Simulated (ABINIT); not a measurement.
# B (Pm-3m) in ABINIT: a series of runs

Aim: see how the results for B move with the level of theory and the settings. Levels: PBE, LDA. Tasks: single point.

All numbers are computed with ABINIT 10.8.3 (patched build); they aren't measurements. Logs are shortened: lines on timing, memory, paths and dates and some standing lists are left out, and cuts for length are marked. The log counts tension as positive stress, the text compression.

### 1 The crystal as given

Symmetry: Pm-3m, No. 221, cubic system. The conventional cell has a = 1.885 Å, b = 1.885 Å, c = 1.885 Å, α = 90.00°, β = 90.00°, γ = 90.00°. Around B (site symmetry m-3m) lie 6 B at 1.89 Å.

The cell was built by a generator and needn't be a form met in nature.

### 2 Single point, PBE

run.abi reads:

```
# Pseudopotentials
pp_dirpath "./"
pseudos "B.GGA_PBE-JTH.xml"

# Structure
acell 3*1.0 Angstrom
rprim
     1.8852400000     0.0000000000     0.0000000000
     0.0000000000     1.8852400000     0.0000000000
     0.0000000000     0.0000000000     1.8852400000
ntypat 1
znucl 5
natom 1
typat 1
xred
     0.5000000000     0.5000000000     0.5000000000

# Plane-wave basis
ecut 18.0
pawecutdg 36.0
pawxcdev 0

# k points
kptopt 1
ngkpt 14 14 14
nshiftk 1
shiftk 0.0 0.0 0.0

# Exchange and correlation
ixc 11

# Bands and occupations
nband 6
occopt 3
tsmear 0.05 eV

# SCF cycle
nstep 100
tolvrs 1.0e-9

# Output
iomode 3
prtwf 0
prtden 0
prteig 0
prtebands 0
enunit 1
```

Potentials or basis: JTH PAW PBE v2.0.

The run is started by

```sh
> abinit run.abi > log 2>&1
```

run.abo:

```text
.Version 10.8.3 of ABINIT
 Symmetries : space group Pm -3 m (#221); Bravais cP (primitive cubic)
================================================================================
 Values of the parameters that define the memory need of the present run
     intxc =       0    ionmov =       0      iscf =      17    lmnmax =       8
     lnmax =       4     mgfft =      15  mpssoang =       2    mqgrid =    3001
     natom =       1  nloc_mem =       2    nspden =       1   nspinor =       1
    nsppol =       1      nsym =      48    n1xccc =       1    ntypat =       1
    occopt =       3   xclevel =       2
       mpw =         172          nfft =        3375          nkpt =         120
 PAW method is used; the additional fine FFT grid is defined by:
   mgfftf=        20    nfftf =      8000
================================================================================
================================================================================

--------------------------------------------------------------------------------
------------- Echo of variables that govern the present computation ------------
--------------------------------------------------------------------------------
 -outvars: echo values of preprocessed input variables --------
            acell      1.8897261259E+00  1.8897261259E+00  1.8897261259E+00 Bohr
              amu      1.08110000E+01
             ecut      1.80000000E+01 Hartree
           enunit           1
                       outvar_i_n : Printing only first  50 k-points.
              ixc          11
                       outvar_i_n : Printing only first  50 k-points.
         kptrlatt       14    0    0      0   14    0      0    0   14
          kptrlen      4.98762219E+01
            natom           1
            nband           6
            ngfft          15      15      15
          ngfftdg          20      20      20
             nkpt         120
            nstep         100
             nsym          48
           ntypat           1
                       prtocc : prtvol=0, do not print more k-points.
           occopt           3
        pawecutdg      3.60000000E+01 Hartree
         pawxcdev           0
           prtden           0
        prtebands           0
           prteig           0
            prtwf           0
            rprim      1.8852400000E+00  0.0000000000E+00  0.0000000000E+00
                       0.0000000000E+00  1.8852400000E+00  0.0000000000E+00
                       0.0000000000E+00  0.0000000000E+00  1.8852400000E+00
          spgroup         221
           tolvrs      1.00000000E-09
           tsmear      1.83746611E-03 Hartree
            typat      1
           useylm           1
                       outvars : Printing only first  50 k-points.
           xangst      9.4262000000E-01  9.4262000000E-01  9.4262000000E-01
            xcart      1.7812936408E+00  1.7812936408E+00  1.7812936408E+00
             xred      5.0000000000E-01  5.0000000000E-01  5.0000000000E-01
            znucl        5.00000

================================================================================

 chkinp: Checking input parameters for consistency.

================================================================================
== DATASET  1 ==================================================================

--- !DatasetInfo
iteration_state: {dtset: 1, }
dimensions: {natom: 1, nkpt: 120, mband: 6, nsppol: 1, nspinor: 1, nspden: 1, mpw: 172, }
cutoff_energies: {ecut:  18.0, pawecutdg:  36.0, }
electrons: {nelect:   3.00000000E+00, charge:   0.00000000E+00, occopt:   3.00000000E+00, tsmear:   1.83746611E-03, }
meta: {optdriver: 0, ionmov: 0, optcell: 0, iscf: 17, paral_kgb: 0, }
...

 Exchange-correlation functional for the present dataset will be:
  GGA: Perdew-Burke-Ernzerhof functional - ixc=11
  J.P.Perdew, K.Burke, M.Ernzerhof, PRL 77, 3865 (1996)

 Real(R)+Recip(G) space primitive vectors, cartesian coordinates (Bohr,Bohr^-1):
 R(1)=  3.5625873  0.0000000  0.0000000  G(1)=  0.2806949  0.0000000  0.0000000
 R(2)=  0.0000000  3.5625873  0.0000000  G(2)=  0.0000000  0.2806949  0.0000000
 R(3)=  0.0000000  0.0000000  3.5625873  G(3)=  0.0000000  0.0000000  0.2806949
 Unit cell volume ucvol=  4.5216458E+01 bohr^3
 Angles (23,13,12)=  9.00000000E+01  9.00000000E+01  9.00000000E+01 degrees

 Coarse grid specifications (used for wave-functions):

 getcut: wavevector=  0.0000  0.0000  0.0000  ngfft=  15  15  15
         ecut(hartree)=     18.000   => boxcut(ratio)=   2.05760

 Fine grid specifications (used for densities):

 getcut: wavevector=  0.0000  0.0000  0.0000  ngfft=  20  20  20
         ecut(hartree)=     36.000   => boxcut(ratio)=   2.07849

--- Pseudopotential description ------------------------------------------------
- pspini: atom type   1  psp file is ./B.GGA_PBE-JTH.xml
 Pseudopotential format is: paw10
 basis_size (lnmax)=  4 (lmn_size=  8), orbitals=   0   0   1   1
 Spheres core radius: rc_sph= 1.70616958
 Shapefunction is SIN type: shapef(r)=[sin(pi*r/rshp)/(pi*r/rshp)]**2
 Radius for shape functions =  1.40269776
 Compensation charge density is not taken into account in XC energy/potential

   1.25854815E+01                                ecore*ucvol(ha*bohr**3)
--------------------------------------------------------------------------------

[... 7 lines left out ...]

     iter   Etot(hartree)      deltaE(h)  residm     nres2
 ETOT  1  -2.7929518310914    -2.793E+00 8.408E-01 1.403E-01
 ETOT  2  -2.8211700789382    -2.822E-02 2.491E-02 3.025E-02
 ETOT  3  -2.8211788283879    -8.749E-06 1.344E-02 1.604E-03
 ETOT  4  -2.8211755379096     3.290E-06 3.602E-04 3.122E-05
 ETOT  5  -2.8211761282033    -5.903E-07 1.444E-04 5.148E-07
 ETOT  6  -2.8211761303251    -2.122E-09 2.831E-05 9.226E-09
 ETOT  7  -2.8211761304310    -1.060E-10 2.734E-05 7.870E-11

 At SCF step    7       nres2   =  7.87E-11 < tolvrs=  1.00E-09 =>converged.

 Cartesian components of stress tensor (hartree/bohr^3)
  sigma(1 1)= -2.28267081E-06  sigma(3 2)=  0.00000000E+00
  sigma(2 2)= -2.28267081E-06  sigma(3 1)=  0.00000000E+00
  sigma(3 3)= -2.28267081E-06  sigma(2 1)=  0.00000000E+00

--- !ResultsGS
iteration_state: {dtset: 1, }
comment   : Summary of ground state results
lattice_vectors:
- [  3.5625873,   0.0000000,   0.0000000, ]
- [  0.0000000,   3.5625873,   0.0000000, ]
- [  0.0000000,   0.0000000,   3.5625873, ]
lattice_lengths: [   3.56259,    3.56259,    3.56259, ]
lattice_angles: [ 90.000,  90.000,  90.000, ] # degrees, (23, 13, 12)
lattice_volume:   4.5216458E+01
convergence: {deltae: -1.060E-10, res2:  7.870E-11, residm:  2.734E-05, diffor: null, }
etotal    :  -2.82117613E+00
entropy   :   0.00000000E+00
fermie    :   2.89211381E-01
cartesian_stress_tensor: # hartree/bohr^3
- [ -2.28267081E-06,   0.00000000E+00,   0.00000000E+00, ]
- [  0.00000000E+00,  -2.28267081E-06,   0.00000000E+00, ]
- [  0.00000000E+00,   0.00000000E+00,  -2.28267081E-06, ]
pressure_GPa:   6.7158E-02
xred      :
- [  5.0000E-01,   5.0000E-01,   5.0000E-01,  B]
cartesian_forces: # hartree/bohr
- [ -0.00000000E+00,  -0.00000000E+00,  -0.00000000E+00, ]
force_length_stats: {min:   0.00000000E+00, max:   0.00000000E+00, mean:   0.00000000E+00, }
...

 Integrated electronic density in atomic spheres:
 ------------------------------------------------
 Atom  Sphere_radius  Integrated_density
    1        1.70617          1.78473149

================================================================================

 ----iterations are completed or convergence reached----

 Mean square residual over all n,k,spin=   84.001E-09; max=  27.339E-06
 reduced coordinates (array xred) for    1 atoms
       0.500000000000      0.500000000000      0.500000000000
 rms dE/dt=  0.0000E+00; max dE/dt=  0.0000E+00; dE/dt below (all hartree)
    1       0.000000000000      0.000000000000      0.000000000000

 cartesian coordinates (angstrom) at end:
    1      0.94262000000000     0.94262000000000     0.94262000000000

 cartesian forces (hartree/bohr) at end:
    1     -0.00000000000000    -0.00000000000000    -0.00000000000000
 frms,max,avg= 0.0000000E+00 0.0000000E+00   0.000E+00  0.000E+00  0.000E+00 h/b

 cartesian forces (eV/Angstrom) at end:
    1     -0.00000000000000    -0.00000000000000    -0.00000000000000
 frms,max,avg= 0.0000000E+00 0.0000000E+00   0.000E+00  0.000E+00  0.000E+00 e/A
 length scales=  1.889726125908  1.889726125908  1.889726125908 bohr
              =  1.000000000000  1.000000000000  1.000000000000 angstroms
 Fermi (or HOMO) energy (eV) =   7.86984   Average Vxc (eV)= -12.35209
 Eigenvalues (   eV  ) for nkpt= 120  k points:
 kpt#   1, nband=  6, wtk=  0.00036, kpt=  0.0000  0.0000  0.0000 (reduced coord)
  -7.87118   21.50907   21.50907   21.50907   32.06613   32.06613
 prteigrs : prtvol=0 or 1, do not print more k-points.

--- !EnergyTerms
iteration_state     : {dtset: 1, }
comment             : Components of total free energy in Hartree
kinetic             :  1.68694068875600E+00
hartree             :  3.70757943935803E-02
xc                  : -1.12921881645727E+00
Ewald energy        : -3.58386690582520E+00
psp_core            :  2.78338509324614E-01
local_psp           : -3.75334953091065E-01
PAW spherical_terms :  2.65063896496570E-01
internal            : -2.82100178640277E+00
'-kT*entropy'       : -1.71717191906234E-04
total_energy        : -2.82117350359467E+00
total_energy_eV     : -7.67680418732421E+01
...

--- !EnergyTermsDC
iteration_state     : {dtset: 1, }
comment             : '"Double-counting" decomposition of free energy'
band_energy         :  2.23557166560729E-01
Ewald energy        : -3.58386690582520E+00
psp_core            :  2.78338509324614E-01
xc_dc               :  2.46689217185206E-01
PAW spherical_terms :  1.42775995155152E-02
internal            : -2.82100441323913E+00
'-kT*entropy'       : -1.71717191906234E-04
total_energy_dc     : -2.82117613043104E+00
total_energy_dc_eV  : -7.67681133531011E+01
...

--- !EnergyTermsWithPAWCore
iteration_state     : {dtset: 1, }
comment             : 'Components of total free energy, including PAW core contributions'
Total energy        : -2.48089118670074E+01
Total energy DC     : -2.48089144938438E+01
Total energy (eV)   : -6.75084883155641E+02
Total energy DC (eV): -6.75084954635500E+02
...

 Cartesian components of stress tensor (hartree/bohr^3)
  sigma(1 1)= -2.28267081E-06  sigma(3 2)=  0.00000000E+00
  sigma(2 2)= -2.28267081E-06  sigma(3 1)=  0.00000000E+00
  sigma(3 3)= -2.28267081E-06  sigma(2 1)=  0.00000000E+00

-Cartesian components of stress tensor (GPa)         [Pressure=  6.7158E-02 GPa]
- sigma(1 1)= -6.71584939E-02  sigma(3 2)=  0.00000000E+00
- sigma(2 2)= -6.71584939E-02  sigma(3 1)=  0.00000000E+00
- sigma(3 3)= -6.71584939E-02  sigma(2 1)=  0.00000000E+00

== END DATASET(S) ==============================================================
================================================================================

 -outvars: echo values of variables after computation  --------
            acell      1.8897261259E+00  1.8897261259E+00  1.8897261259E+00 Bohr
           etotal     -2.8211761304E+00
            fcart     -0.0000000000E+00 -0.0000000000E+00 -0.0000000000E+00
            rprim      1.8852400000E+00  0.0000000000E+00  0.0000000000E+00
                       0.0000000000E+00  1.8852400000E+00  0.0000000000E+00
                       0.0000000000E+00  0.0000000000E+00  1.8852400000E+00
           strten     -2.2826708100E-06 -2.2826708100E-06 -2.2826708100E-06
                       0.0000000000E+00  0.0000000000E+00  0.0000000000E+00
           xangst      9.4262000000E-01  9.4262000000E-01  9.4262000000E-01
             xred      5.0000000000E-01  5.0000000000E-01  5.0000000000E-01
 Calculation completed.
```

Wall time 2.3 s (1 thread of Arm Neoverse V2, shared host); peak memory 0.07 GiB.

Results:

| Quantity | Value |
| --- | --- |
| Free energy | -76.7681 eV |
| Pressure | 0.1 GPa |
| Band gap on the k mesh | none (metal or under the smearing width) |
| Valence electrons inside the program's atomic spheres | B 1.78 (radii [0.9029] Å) |

Levels at points of the mesh, in eV from the Fermi level:
```
           k point  band 1  band 2  band 3  band 4  band 5  band 6
(0.00, 0.00, 0.00)  -15.74   13.64   13.64   13.64   24.20   24.20
(0.50, 0.00, 0.00)   -8.19   -6.18   17.51   17.51   30.00   31.57
(0.50, 0.50, 0.00)   -1.91   -1.91    4.33    8.23   20.66   40.35
(0.50, 0.50, 0.50)    3.45    3.45    3.45   16.67   16.67   16.67
```

### 3 Single point, LDA

Changes to run.abi since step 2:

```diff
@@ -20,3 +20,2 @@
 pawecutdg 36.0
-pawxcdev 0
 
@@ -29,3 +28,3 @@
 # Exchange and correlation
-ixc 11
+ixc 7
```

Potentials or basis: JTH PAW PBE v2.0.

The run is started by

```sh
> abinit run.abi > log 2>&1
```

Run time: 1.8 s. Hardware: 1 thread of Arm Neoverse V2, shared host; peak memory 0.06 GiB.

Results (log left out):

* Free energy: -77.1159 eV
* Pressure: -7.0 GPa
* Band gap on the k mesh: none (metal or under the smearing width)
* Valence electrons inside the program's atomic spheres: B 1.79 (radii [0.9029] Å)

Levels at points of the mesh, in eV from the Fermi level:
| k point | band 1 | band 2 | band 3 | band 4 | band 5 | band 6 |
| --- | --- | --- | --- | --- | --- | --- |
| (0.00, 0.00, 0.00) | -15.59 | 13.47 | 13.47 | 13.47 | 24.39 | 24.39 |
| (0.50, 0.00, 0.00) | -8.18 | -6.01 | 17.26 | 17.26 | 29.84 | 31.79 |
| (0.50, 0.50, 0.00) | -1.93 | -1.93 | 4.51 | 8.32 | 20.35 | 40.28 |
| (0.50, 0.50, 0.50) | 3.38 | 3.38 | 3.38 | 16.82 | 16.82 | 16.82 |

Caveat: the PAW data sets were made with another functional, which shifts forces and pressure a little.
